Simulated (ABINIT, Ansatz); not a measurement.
# KF (Carobbiite): from the cell to the phonon bands, part 4 of 4

Wanted: phonon bands, density of states and zone-centre response of KF (Carobbiite).

ABINIT 10.8.3; DFT LDA, scalar-relativistic, plane waves, PseudoDojo norm-conserving pseudopotentials.

So far, highest frequency (cm⁻¹): step 9 (interpolated phonon bands) 340.

**10. Sums over the zone**

Sums over the zone need many more wavevectors than were solved, so the interpolation is sampled on a dense mesh.

The input, anaddb.abi:

```
ddb_filepath "all_DDB"
output_file "anaddb.abo"
outdata_prefix "anaddb"
ifcflag 1
ngqpt 4 4 4
nqshft 1
q1shft 0.0 0.0 0.0
asr 1
chneut 1
dipdip 1
dipquad 0
quadquad 0
prtdos 2
ng2qpt 15 15 15
dosdeltae 4.5563e-06
ntemper 11
temperinc 100.0
tempermin 0.0
```

On the command line:

```console
$ OMP_NUM_THREADS=1 anaddb anaddb.abi > anaddb.log
```

Numbers of over 12 decimals in the logs are rounded to 6 here.

anaddb.abo, the main output file:

```text
[banners, grids, parts of the stress and lines that vanish by symmetry left out]
-outvars_anaddb: echo values of input variables ----------------------

 Flags :
     ifcflag         1
 Miscellaneous information :
         asr         1
 Interatomic Force Constants Inputs :
      dipdip         1
     dipquad         0
    quadquad         0
      ifcana         0
      ifcout         0
 Description of grid 1 :
        brav         1
       ngqpt         4         4         4
      nqshft         1
      q1shft
                     0.00000000E+00  0.00000000E+00  0.00000000E+00
 Phonon DOS information :
   dosdeltae  4.55630000E-06
    dossmear  4.55633525E-06
 Description of grid 2 (Fourier interp. or BZ sampling):
      ng2qpt        15        15        15
      ngrids         4
      q2shft         0.00000000E+00  0.00000000E+00  0.00000000E+00

================================================================================

 read the DDB information and perform some checks

  ==== Info on the Cryst% object ====
 Real(R)+Recip(G) space primitive vectors, cartesian coordinates (Bohr,Bohr^-1):
 R(1)= -4.8738663  0.0000000  4.8738663  G(1)= -0.1025880 -0.1025880  0.1025880
 R(2)=  0.0000000  4.8738663  4.8738663  G(2)=  0.1025880  0.1025880  0.1025880
 R(3)= -4.8738663  4.8738663  0.0000000  G(3)= -0.1025880  0.1025880 -0.1025880
 Unit cell volume ucvol=  2.3155323E+02 bohr^3
 Angles (23,13,12)=  6.00000000E+01  6.00000000E+01  6.00000000E+01 degrees
 Time-reversal symmetry is present
 Reduced atomic positions [iatom, xred, symbol]:
    1)    0.0000000  0.0000000  0.0000000   K
    2)    0.5000000  0.5000000  0.5000000   F

 DDB file with 8 blocks has been read.

================================================================================

 Dielectric Tensor and Effective Charges

 anaddb : Zero the imaginary part of the Dynamical Matrix at Gamma,
   and impose the ASR on the effective charges

 The violation of the charge neutrality conditions
 by the effective charges is as follows :
    atom        electric field
 displacement     direction
       1               1        0.000806        0.000000
       1               2        0.000000        0.000000
       1               3       -0.000000        0.000000
       2               1        0.000000        0.000000
       2               2        0.000806        0.000000
       2               3       -0.000000        0.000000
       3               1       -0.000000        0.000000
       3               2        0.000000        0.000000
       3               3        0.000806        0.000000

 Effective charge tensors after
 imposition of the charge neutrality (if requested by user),
 and eventual restriction to some part :
   atom    displacement
         1         1    1.150469E+00    1.457754E-16   -1.462386E-16
         1         2    1.457754E-16    1.150469E+00   -1.453123E-16
         1         3   -1.457754E-16    1.457754E-16    1.150469E+00
         2         1   -1.150469E+00   -1.457754E-16    1.462386E-16
         2         2   -1.457754E-16   -1.150469E+00    1.453123E-16
         2         3    1.457754E-16   -1.457754E-16   -1.150469E+00
 Now, the imaginary part of the dynamical matrix is zeroed

================================================================================

 Calculation of the interatomic forces

       Homogeneous q point set in the B.Z.
 Grid q points  :       64
  1)   0.00000000E+00  0.00000000E+00  0.00000000E+00
  2)   2.50000000E-01  0.00000000E+00  0.00000000E+00
  3)   5.00000000E-01  0.00000000E+00  0.00000000E+00
  4)  -2.50000000E-01  0.00000000E+00  0.00000000E+00
  5)   0.00000000E+00  2.50000000E-01  0.00000000E+00
  6)   2.50000000E-01  2.50000000E-01  0.00000000E+00
  7)   5.00000000E-01  2.50000000E-01  0.00000000E+00
  8)  -2.50000000E-01  2.50000000E-01  0.00000000E+00
  9)   0.00000000E+00  5.00000000E-01  0.00000000E+00
 10)   2.50000000E-01  5.00000000E-01  0.00000000E+00
 11)   5.00000000E-01  5.00000000E-01  0.00000000E+00
 12)  -2.50000000E-01  5.00000000E-01  0.00000000E+00
 13)   0.00000000E+00 -2.50000000E-01  0.00000000E+00
 14)   2.50000000E-01 -2.50000000E-01  0.00000000E+00
[...]
58)   2.50000000E-01  5.00000000E-01 -2.50000000E-01
 59)   5.00000000E-01  5.00000000E-01 -2.50000000E-01
 60)  -2.50000000E-01  5.00000000E-01 -2.50000000E-01
 61)   0.00000000E+00 -2.50000000E-01 -2.50000000E-01
 62)   2.50000000E-01 -2.50000000E-01 -2.50000000E-01
 63)   5.00000000E-01 -2.50000000E-01 -2.50000000E-01
 64)  -2.50000000E-01 -2.50000000E-01 -2.50000000E-01

 The interatomic forces have been obtained

================================================================================

 Calculation of phonon density of states

 Average speed of sound partial sums:     0.1603910312E-02 (at units)
-                                   =           3.5089 [km/s]

 Debye frequency from partial sums:     0.1018075830E-02 (Ha)
-                                 =     0.6698617167E+01 (THz)
-Debye temperature from partial sums:     0.3214829204E+03 (K)

 Average speed of sound:     0.1802214431E-02 (at units)
-                      =           3.9427 [km/s]

 Debye frequency from DOS:     0.1143948598E-02 (Ha)
-                        =     0.7526820198E+01 (THz)
-Debye temperature from DOS:     0.3612303970E+03 (K)

-
```

Run time: 2 s. Hardware: 1 thread of Intel Xeon Platinum 8488C (Sapphire Rapids), shared host.

Numbers from this step:

- share of modes beyond 3i cm⁻¹ on the dense interpolated mesh: 0
- zero-point energy per atom: 33.09 meV
- heat capacity at 300 K: 23.35 J/(mol atoms K)
- vibrational entropy at 300 K: 31.4 J/(mol atoms K)

The phonon density of states has structure finer than the step of the table below, so its rows give means over 10 cm⁻¹, whole bins alone (the curve runs from -30 to 348 cm⁻¹). Peaks (cm⁻¹: height): 126.0: 0.0510, 174.0: 0.0433, 216.0: 0.110, 228.0: 0.0386.

Tetrahedra. Table of phonon density of states by wavenumber; means over each step:

wavenumber (cm⁻¹), phonon density of states (1/cm⁻¹/cell) and a bar:
```
        0      0.000 
       10      0.000 
       20      0.000 
       30      0.001 
       40      0.002 #
       50      0.003 #
       60      0.005 ##
       70      0.008 ###
       80      0.012 #####
       90      0.020 #######
      100      0.024 #########
      110      0.028 ##########
      120      0.038 ##############
      130      0.039 ###############
      140      0.028 ###########
      150      0.007 ##
      160      0.018 #######
      170      0.033 ############
      180      0.025 #########
      190      0.011 ####
      200      0.048 ##################
      210      0.081 ##############################
      220      0.067 #########################
      230      0.021 ########
      240      0.015 #####
      250      0.013 #####
      260      0.012 ####
      270      0.011 ####
      280      0.009 ###
      290      0.007 ##
      300      0.005 ##
      310      0.004 ##
      320      0.003 #
      330      0.002 #
      340      0.000
```

Harmonic thermodynamic functions per atom, summed over the density of states scaled to three modes an atom; melting is ignored. Thermodynamic functions:

| T (K) | F_vib (meV/atom) | S (J/mol-atom/K) | C_V (J/mol-atom/K) |
| --- | --- | --- | --- |
| 0 | 33.09 | 0 | 0 |
| 50 | 32.78 | 2.259 | 5.664 |
| 100 | 29.86 | 9.306 | 14.92 |
| 200 | 13.13 | 22.25 | 21.58 |
| 300 | -14.93 | 31.4 | 23.35 |
| 400 | -51.17 | 38.22 | 24.02 |
| 500 | -93.68 | 43.62 | 24.35 |
| 600 | -141.3 | 48.08 | 24.53 |
| 700 | -193.1 | 51.87 | 24.64 |
| 800 | -248.6 | 55.16 | 24.71 |
| 900 | -307.3 | 58.08 | 24.76 |
| 1000 | -368.9 | 60.69 | 24.79 |

At 300 K the heat capacity has reached 94 % of the Dulong-Petit value.

**11. Self-consistent run for the response, volume × 0.98**

The response is built on these wavefunctions, so the potential is converged far more tightly than an energy would need.

The input, gs.abi:

```
# ground state
tolvrs 1.0d-16
prtden 1
prtwf 1

# basis, mesh and filling
ecut 34.0
ngkpt 8 8 8
nshiftk 1
shiftk 0.0 0.0 0.0
istwfk *1
occopt 1
nband 8
nstep 100
diemac 9.0
prtebands 0
prtgsr 0
useylm 1

# cell and atoms
acell 6.846426809 6.846426809 6.846426809
rprim 
    -0.7071067812 0.0 0.7071067812
    0.0 0.7071067812 0.7071067812
    -0.7071067812 0.7071067812 0.0
ntypat 2
znucl 19 9
natom 2
typat 1 2
xred 
    0.0 0.0 0.0
    0.5 0.5 0.5
pp_dirpath "./pseudo"
pseudos "K.upf, F.upf"
```

On the command line:

```console
$ OMP_NUM_THREADS=1 mpirun -n 4 abinit gs.abi > gs.log
```

gs.abo, the main output file:

```text
[banners, grids, parts of the stress and lines that vanish by symmetry left out]
- input  file    -> gs.abi
- output file    -> gs.abo
- root for input  files -> gsi
[...]
Symmetries : space group Fm -3 m (#225); Bravais cF (face-center cubic)
[...]
mpw =        2180          nfft =       46656          nkpt =          29
[...]
== DATASET  1 ==================================================================
[...]
cutoff_energies: {ecut:  34.0, pawecutdg:  -1.0, }
[...]
ETOT  1  -54.515003181725    -5.452E+01 2.777E-01 1.832E+02
 ETOT  2  -54.578161561751    -6.316E-02 4.481E-04 9.308E+01
 ETOT  3  -54.609571152943    -3.141E-02 3.989E-04 2.075E+01
 ETOT  4  -54.614810490030    -5.239E-03 7.648E-05 1.430E+00
 ETOT  5  -54.615184922649    -3.744E-04 3.010E-06 3.724E-03
[...]
ETOT 13  -54.615186690127     2.792E-12 1.187E-18 8.241E-16
 ETOT 14  -54.615186690129    -2.323E-12 1.554E-20 5.802E-18
 At SCF step   14       vres2   =  5.80E-18 < tolvrs=  1.00E-16 =>converged.
[...]
sigma(1 1)=  3.16808012E-05  sigma(3 2)=  0.00000000E+00
  sigma(2 2)=  3.16808012E-05  sigma(3 1)=  0.00000000E+00
  sigma(3 3)=  3.16808012E-05  sigma(2 1)=  0.00000000E+00
[...]
convergence: {deltae: -2.323E-12, res2:  5.802E-18, residm:  1.554E-20, diffor: null, }
etotal    :  -5.46151867E+01
[...]
sigma(1 1)=  3.16808012E-05  sigma(3 2)=  0.00000000E+00
  sigma(2 2)=  3.16808012E-05  sigma(3 1)=  0.00000000E+00
  sigma(3 3)=  3.16808012E-05  sigma(2 1)=  0.00000000E+00
[...]
- sigma(1 1)=  9.32081350E-01  sigma(3 2)=  0.00000000E+00
- sigma(2 2)=  9.32081350E-01  sigma(3 1)=  0.00000000E+00
- sigma(3 3)=  9.32081350E-01  sigma(2 1)=  0.00000000E+00
[...]
fcart     -0.0000000000E+00 -0.0000000000E+00 -0.0000000000E+00
           strten      3.1680801166E-05  3.1680801166E-05  3.1680801166E-05
================================================================================

[key lines of the parts left out:]
pressure_GPa:  -9.3208E-01
```

The job ended after 7.4 s (4 MPI ranks; 29 s of CPU time).

Numbers from this step:

- volume per atom: 16.81 Å³
- pressure: -0.9321 GPa

The printed pressure carries the offset of the base run, -1.8 GPa; against it the change of volume adds +0.91 GPa.

**12. Zone-centre response, volume × 0.98**

The derivative of the wavefunctions by k comes first, since the response to a field is built on it; then the field and the displacements that symmetry doesn't supply are solved at q = 0.

It reads the wavefunctions written in step 11.

The input, dfpt_gamma.abi:

```
ndtset 2

# common to the responses
getwfk_filepath "gso_WFK"
kptopt 2
nqpt 1
qpt 0.0 0.0 0.0
asr 0
chneut 0

# d/dk
rfelfd1 2
rfdir1 1 1 1
iscf1 -3
tolwfr1 1.0d-20

# displacements, field
rfphon2 1
rfatpol2 1 2
rfdir2 1 1 1
rfelfd2 3
getddk2 1
tolvrs2 1.0d-10
prtwf2 0

# basis, mesh and filling
ecut 34.0
ngkpt 8 8 8
nshiftk 1
shiftk 0.0 0.0 0.0
istwfk *1
occopt 1
nband 8
nstep 100
diemac 9.0
prtebands 0
prtgsr 0
useylm 1

# cell and atoms
acell 6.846426809 6.846426809 6.846426809
rprim 
    -0.7071067812 0.0 0.7071067812
    0.0 0.7071067812 0.7071067812
    -0.7071067812 0.7071067812 0.0
ntypat 2
znucl 19 9
natom 2
typat 1 2
xred 
    0.0 0.0 0.0
    0.5 0.5 0.5
pp_dirpath "./pseudo"
pseudos "K.upf, F.upf"
```

On the command line:

```console
$ OMP_NUM_THREADS=1 mpirun -n 4 abinit dfpt_gamma.abi > dfpt_gamma.log
```

dfpt_gamma.abo, the main output file:

```text
[banners, grids, parts of the stress and lines that vanish by symmetry left out]
- input  file    -> dfpt_gamma.abi
- output file    -> dfpt_gamma.abo
- root for input  files -> dfpt_gammai
[...]
DATASET    1 : space group Fm -3 m (#225); Bravais cF (face-center cubic)
[...]
nfft =       46656          nkpt =         260
[...]
DATASET    2 : space group Fm -3 m (#225); Bravais cF (face-center cubic)
[...]
nfft =       46656          nkpt =         260
[...]
== DATASET  1 ==================================================================
[...]
cutoff_energies: {ecut:  34.0, pawecutdg:  -1.0, }
[...]
-  9.00000   7.00000  201202                  znucl, zion, pspdat
[...]
Perturbation : derivative vs k along direction   1
[...]
-ETOT  1  -19.438190394031     -1.944E+01 2.249E-01 0.000E+00
 ETOT  2  -19.511487528665     -7.330E-02 2.012E-03 0.000E+00
 ETOT  3  -19.512108777471     -6.212E-04 1.084E-04 0.000E+00
 ETOT  4  -19.512116708887     -7.931E-06 1.532E-06 0.000E+00
 ETOT  5  -19.512116836058     -1.272E-07 7.944E-08 0.000E+00
[...]
At SCF step   14   max residual=  1.00E-20 < tolwfr=  1.00E-20 =>converged.
[...]
Perturbation : derivative vs k along direction   2
[...]
-ETOT  1  -19.438272736109     -1.944E+01 2.706E-01 0.000E+00
[...]
At SCF step   14   max residual=  1.00E-20 < tolwfr=  1.00E-20 =>converged.
[...]
Perturbation : derivative vs k along direction   3
[...]
-ETOT  1  -19.438190396751     -1.944E+01 2.249E-01 0.000E+00
[...]
At SCF step   14   max residual=  1.00E-20 < tolwfr=  1.00E-20 =>converged.
[...]
1        1       0.7294836247    0.0000000000
     1        2      -0.3647418123   -0.0000000000
     1        3      -0.3647418123   -0.0000000000
     2        1      -0.3647418123   -0.0000000000
     2        2       0.7294836247    0.0000000000
     2        3       0.3647418123   -0.0000000000
     3        1      -0.3647418123   -0.0000000000
     3        2       0.3647418123   -0.0000000000
     3        3       0.7294836247    0.0000000000
[...]
== DATASET  2 ==================================================================
[...]
cutoff_energies: {ecut:  34.0, pawecutdg:  -1.0, }
[...]
Perturbation : displacement of atom   1   along direction   1
[...]
-ETOT  1   3.072609     -1.502E+03 4.541E+00 1.844E+02
[...]
At SCF step   11       vres2   =  2.12E-12 < tolvrs=  1.00E-10 =>converged.
[...]
Perturbation : displacement of atom   2   along direction   1
[...]
-ETOT  1   4.206625     -4.533E+03 6.823E+00 1.385E+03
[...]
At SCF step   10       vres2   =  2.52E-12 < tolvrs=  1.00E-10 =>converged.
[...]
Perturbation : homogeneous electric field along direction   1
[...]
-ETOT  1  -22.492684350588     -2.249E+01 4.727E-01 5.721E+03
[...]
ETOT  9  -25.333450315721     -2.487E-12 8.212E-14 7.871E-10
 ETOT 10  -25.333450315721     -3.446E-13 2.531E-15 3.292E-11
 At SCF step   10       vres2   =  3.29E-11 < tolvrs=  1.00E-10 =>converged.
[...]
Dielectric tensor, in cartesian coordinates,
[...]
1    4   1    4         2.1104633696        -0.0000000000
   1    4   2    4        -0.0000000000        -0.0000000000
   1    4   3    4        -0.0000000000        -0.0000000000
   2    4   1    4        -0.0000000000        -0.0000000000
   2    4   2    4         2.1104633696        -0.0000000000
   2    4   3    4        -0.0000000000        -0.0000000000
   3    4   1    4         0.0000000000        -0.0000000000
   3    4   2    4        -0.0000000000        -0.0000000000
   3    4   3    4         2.1104633696        -0.0000000000
  Effective charges, in cartesian coordinates,
[...]
1    1   1    4         1.1542627196         0.0000000000
   2    1   1    4        -0.0000000000         0.0000000000
   3    1   1    4         0.0000000000         0.0000000000
   1    2   1    4        -1.1534311333         0.0000000000
   2    2   1    4        -0.0000000000         0.0000000000
[...]
Effective charges, in cartesian coordinates,
[...]
2    4   1    2         0.0000000000         0.0000000000
   3    4   1    2         0.0000000000         0.0000000000
   1    4   2    2        -0.0000000000         0.0000000000
   2    4   2    2        -1.1534308788         0.0000000000
   3    4   2    2         0.0000000000         0.0000000000
   1    4   3    2         0.0000000000         0.0000000000
   2    4   3    2         0.0000000000         0.0000000000
   3    4   3    2        -1.1534308788         0.0000000000
  Phonon wavevector (reduced coordinates) :  0.00000  0.00000  0.00000
 Phonon energies in Hartree :
[...]
Phonon frequencies in cm-1    :
-  2.714210E+00  2.714210E+00  2.714210E+00  2.214941E+02  2.214941E+02
-  2.214941E+02
  Phonon at Gamma, with non-analyticity in the
[...]
Phonon energies in Hartree :
[...]
Phonon frequencies in cm-1    :
-  2.714210E+00  2.714210E+00  2.715782E+00  2.214941E+02  2.214941E+02
-  3.481975E+02
  Phonon at Gamma, with non-analyticity in the
[...]
Phonon energies in Hartree :
[...]
Phonon frequencies in cm-1    :
-  2.714210E+00  2.714210E+00  2.715782E+00  2.214941E+02  2.214941E+02
-  3.481975E+02
  Phonon at Gamma, with non-analyticity in the
[...]
Phonon energies in Hartree :
[...]
Phonon frequencies in cm-1    :
-  2.714210E+00  2.714210E+00  2.715782E+00  2.214941E+02  2.214941E+02
-  3.481975E+02
[...]
fcart2     0.0000000000E+00  0.0000000000E+00  0.0000000000E+00
           strten2     0.0000000000E+00  0.0000000000E+00  0.0000000000E+00
================================================================================
```

Elapsed: 2.7 min, on 4 MPI ranks.

Numbers from this step:

- miss of the charge sum rule: 8.32e-4 e
- largest acoustic frequency at the zone centre before the sum rule: 2.71 cm⁻¹
- highest optical zone-centre mode (no LO-TO term): 221.5 cm⁻¹
- lowest optical zone-centre mode: 221.5 cm⁻¹
- mean high-frequency dielectric constant: 2.111
- largest Born charge in size (third of the trace): 1.154 e

Born charge (rows field, columns displacement), before the sum rule (e), principal values of the symmetric part by kind of site:

| atom | atoms with these values | low | middle | high | mean |
| --- | --- | --- | --- | --- | --- |
| K1 | 1 | 1.15 | 1.15 | 1.15 | 1.15 |
| F2 | 1 | -1.15 | -1.15 | -1.15 | -1.15 |

In full for K1:

```
1.15 0.00 0.00
0.00 1.15 0.00
0.00 0.00 1.15
```

High-frequency dielectric tensor:

```
2.11 0.00 0.00
0.00 2.11 0.00
0.00 0.00 2.11
```

**13. Summary of results**

| Quantity | Value |
| --- | --- |
| space group after relaxation | Fm-3m |
| volume per atom | 17.2 Å³ |
| highest optical zone-centre mode (no LO-TO term) | 210.9 cm⁻¹ |
| highest mode moved by the LO-TO term | 339.6 cm⁻¹ |
| mean high-frequency dielectric constant | 2.10 |
| largest Born charge in size (third of the trace) | 1.15 e |
| mean static dielectric constant | 5.43 |
| q mesh | 4×4×4 |
| lowest mode on the q mesh (acoustic ones at the zone centre apart) | 62.6 cm⁻¹ |
| zero-point energy per atom | 33.1 meV |
| heat capacity at 300 K | 23.3 J/(mol atoms K) |
| vibrational entropy at 300 K | 31.4 J/(mol atoms K) |
| imaginary modes on the q mesh | none |

In words: KF (Carobbiite) is dynamically stable on the 4×4×4 mesh; its spectrum reaches 340 cm⁻¹. At the LDA level the optical modes of KF (Carobbiite) at the zone centre (no LO-TO term) lie at 211 cm⁻¹. The runs at other volumes were meant for Grüneisen parameters, which were not obtained. The base run prints -1.8 GPa, mostly the error of a finite basis; the relaxation, with a smoothed and higher cutoff, had brought the cell to rest. An error of this size shows a cutoff that is short for these files. Along the directions run, the highest mode that the macroscopic field moves lies at 340 cm⁻¹. Lattice motion raises the mean dielectric constant from 2.095 to 5.433. The Born charge of K is 1.151 e against a formal charge of +1, somewhat above it. The Lyddane-Sachs-Teller relation holds: (ωLO/ωTO)² is 2.59 and ε₀/ε∞ is 2.59. These are harmonic frequencies at zero temperature: anharmonic shifts and linewidths and thermal expansion are left out. A run on a mesh of wavevectors was begun and cut off at its time limit; it is not shown, and nothing is said of wavevectors that it left out.

[Host names and launcher messages were left out of these logs when they were recorded.]

[Logs are printed without paths, hosts, clocks, repeated set-up lines and the standing remarks that a program may print on its own settings, such as how far it seeks lower states.]

[Hosts, paths, dates, database ids (printed as entryN), source tags and the programs' standing remarks are cut or masked in the printed files.]
